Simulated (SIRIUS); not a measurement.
The system is MgB2.

```
CELL_PARAMETERS angstrom
0.00000 2.99364 2.99364
2.99364 0.00000 2.99364
2.99364 2.99364 0.00000
ATOMIC_POSITIONS crystal
Mg 0.00000 0.00000 0.00000
Mg 0.25000 0.25000 0.25000
B 0.62500 0.12500 0.62500
B 0.62500 0.62500 0.12500
B 0.12500 0.62500 0.62500
B 0.62500 0.62500 0.62500
```

The cell was built by a generator and needn't be a form met in nature.

Base run:

```yaml
Program: SIRIUS 7.10.0
Functional: LDA
Potentials_or_basis: PseudoDojo 0.4.1 PBE standard (scalar relativistic)
Cutoff: 1152 eV
Density_cutoff: 4606 eV
k_mesh: 7 × 7 × 7
Occupations: fermi-dirac, width 0.05 eV
Spin: no spin polarisation
```

Its results: band gap on the k mesh none (metal or under the smearing width); pressure -3.9 GPa.

Problem. The run is repeated on the same cell with these changes: functional from LDA to RGE2; libxc names from ["XC_LDA_X", "XC_LDA_C_PW"] to ["XC_GGA_X_RGE2", "XC_GGA_C_RGE2"]. What comes out?

Solution. Band gap on the k mesh none (metal or under the smearing width); pressure -0.2 GPa.

Caveats: the potentials were made for another functional, which shifts forces and pressure.
